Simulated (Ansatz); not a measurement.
The elements of this relaxed trial crystal are hidden behind letters.

```
lattice vectors (Å)
   6.6302    0.0000    0.0000
   0.0000    6.6302    0.0000
   0.0000    0.0000    3.8621
fractional positions
X 0.6752 0.6752 0.0000
X 0.1752 0.8248 0.5000
X 0.8248 0.1752 0.5000
X 0.3248 0.3248 0.0000
Z 0.8143 0.8143 0.5000
Z 0.1857 0.1857 0.5000
Z 0.6857 0.3143 0.0000
Z 0.3143 0.6857 0.0000
```

The calculation used Ansatz 0.2.0, DFT PBE, scalar-relativistic, plane waves, PAW. Cutoff 420 eV, Γ-centred 4×4×8 mesh (8-atom cell), Gaussian smearing of 0.02 eV, no spin polarisation.

- Space group: P4_2/mnm (No. 136)
- Conventional cell: a = 6.630 Å, c = 3.862 Å
- Volume per atom: 21.22 Å³
- Density: 3.81 g/cm³
- Energy over the elements: −0.781 eV/atom
- Gap on the 4×4×8 mesh of the 8-atom cell: 2.17 eV

Energies are uncorrected and count from the elements' standard states at the same level.

Task: X is a d-block element of period 4 and Z is a p-block element of period 3. Which elements are they?

Result: X = Zn, Z = S, so the formula is ZnS. Density times volume gives a mean mass of 3.81 × 21.22/1.6605 = 48.7 u per atom, and this set has 48.7 u. Among the elements that the hints allow, noble gases aside, only these give it. Zn is surrounded by 4 S at 2.33–2.39 Å; S is surrounded by 4 Zn at 2.33–2.39 Å.

Kohn–Sham gaps at this level usually fall short of measured ones. A later test with randomly moved atoms came back to the same energy, though modes that don't fit the test's cell weren't probed.
